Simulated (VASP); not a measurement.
Runs of VASP 6.6.1 on PtS2. It takes space group P-3m1 (No. 164, trigonal). The conventional cell has a = 3.543 Å, b = 3.543 Å, c = 5.039 Å, α = 90.00°, β = 90.00°, γ = 120.00°. Around Pt (site symmetry -3m) lie 6 S at 2.34 Å. S (site symmetry 3m) has 3 Pt at 2.34 Å as nearest neighbours. 

```tsv
task	level	potentials or basis	spin	cell	k mesh	cutoff (eV)	smearing	gap on the mesh (eV)	pressure (GPa)	largest force (eV/Å)
band structure	PBEsol	VASP PAW PBE potentials, release 64 (Pt, S)	off	as given	9 × 9 × 5	520	fermi-dirac 0.05 eV	0.96	-	-
relaxation of cell and atoms	PBEsol	VASP PAW PBE potentials, release 64 (Pt, S)	off	relaxed	9 × 9 × 5	600	fermi-dirac 0.05 eV	(b)	0.0	0.01
single point	PBE	VASP PAW PBE potentials, release 64 (Pt, S)	off	as given	9 × 9 × 5	520	gaussian 0.011 eV	(a)	11.1	1.21
band structure	LDA	VASP PAW LDA potentials, release 64 (Pt, S)	off	as given	9 × 9 × 5	520	fermi-dirac 0.05 eV	0.91	-	-
```

Question: Estimate the missing entries.

Answer: (a) 1.03; (b) 0.37.

Caveats: spin-orbit coupling is left out, which moves the levels of the heavy elements; the PAW data sets were made with another functional, which shifts forces and pressure a little (some runs); an odd mesh through Γ misses points on the zone boundary, where band edges often lie (some runs); forces of over 1 eV/Å show positions far from the minimum, so gaps and moduli don't describe the material at rest (some runs).

A k mesh can miss the band edges, and the runs leave out spin-orbit coupling on Pt.
